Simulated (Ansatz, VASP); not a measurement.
**Tl: VASP beside Ansatz**

File INCAR:

```
SYSTEM = Tl
PREC = Accurate ; ENCUT = 520
EDIFF = 1E-8 ; ISMEAR = -1
SIGMA = 0.05 ; LREAL = .False.
LASPH = .True. ; NELM = 80
ALGO = Normal ; ISIF = 2
LWAVE = .False. ; LCHARG = .False.
GGA = PE ; LEFG = .True.
NBANDS = 12
```

KPOINTS

```
regular mesh
0
Gamma
  10 10 10
  0 0 0
```

Contents of POSCAR:

```
Tl
1.0
   -1.9410000000      1.9410000000      1.9410000000
    1.9410000000     -1.9410000000      1.9410000000
    1.9410000000      1.9410000000     -1.9410000000
Tl
1
Direct
    0.0000000000      0.0000000000      0.0000000000
```

Input for Ansatz:

```yaml
crystal:
  lattice:
    - [-1.941, 1.941, 1.941]
    - [1.941, -1.941, 1.941]
    - [1.941, 1.941, -1.941]
  atoms:
    - { symbol: Tl, position: [0.0, 0.0, 0.0] }
kpoints:
  mp_grid: { grid: [10, 10, 10] }
scf:
  occupations: { method: fermi_dirac, width: 0.05 }
hamiltonian:
  xc: pbe
  pseudopotentials: { kind: paw }
output:
  forces: true
  stress: true
  eigenvalues: true
  efg: { contact_densities: true }
```

Alike in both runs: task electric field gradients; functional PBE; k mesh 10 × 10 × 10; occupations fermi-dirac, width 0.05 eV; no spin polarisation.

|  | VASP | Ansatz |
| --- | --- | --- |
| version | VASP 6.6.1 | Ansatz 0.2.0 |
| potentials or method | VASP PAW PBE potentials, release 64 (Tl_d) | PAW with Ansatz's default frozen-core files, scalar-relativistic |
| plane-wave cutoff (eV) | 520 | 420 |
| valence electrons in the cell | 13 | 13 |

```csv
,VASP,Ansatz,Ansatz less VASP
pressure (GPa),2.1,2.2,+0.06
Vzz of the field gradient on the site that differs most (V/Å²),0.0,0.0,0.00
```

Ansatz warned: «gradients_without_spin_orbit».

The runs have no spin-orbit coupling, so splittings on Tl are missing.
